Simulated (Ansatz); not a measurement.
# Pb under changes of volume

One of the cells (31.034 Å³/atom); the others are scaled copies at fixed shape and fractional positions:

```
CELL_PARAMETERS angstrom
-1.97966 1.97966 1.97966
1.97966 -1.97966 1.97966
1.97966 1.97966 -1.97966
ATOMIC_POSITIONS crystal
Pb 0.00000 0.00000 0.00000
```

This isn't the form of Pb at room conditions, which is fcc.

- Program: Ansatz 0.2.0
- Functional: PBEsol
- Potentials or basis: all-electron LAPW, scalar-relativistic
- Cutoff: 176 eV (chosen from the basis error)
- Basis error allowed: 0.0005 eV/atom
- k mesh: 9 × 9 × 9
- Occupations: fermi-dirac, width 0.05 eV
- Spin: no spin polarisation

| volume (Å³/atom) | energy over the lowest point (meV/atom) | pressure (GPa) |
| --- | --- | --- |
| 29.172 | 1.04 | 0.8 |
| 29.792 | 0.00 | -0.2 |
| 30.413 | 2.94 | -1.1 |
| 31.034 | 9.38 | -2.0 |
| 31.654 | 18.83 | -2.6 |
| 32.275 | 30.84 | -3.2 |
| 32.896 | ? | ? |

**Question.** What does the run at 32.896 Å³/atom give?

**Answer.** Energy over the lowest point 45.02 meV/atom; pressure -3.8 GPa.

Worked out: A Birch-Murnaghan fit of order 3 (a polynomial in V^(-2/3)) to the other rows has its minimum at 29.63 Å³/atom with B0 = V·E''(V) = 51 GPa and B' = 5.9. It gives 45.10 meV/atom at 32.896 Å³/atom, against the run's 45.02, and -dE/dV = -3.9 GPa, against -3.8.

Energies are extrapolated to zero smearing.
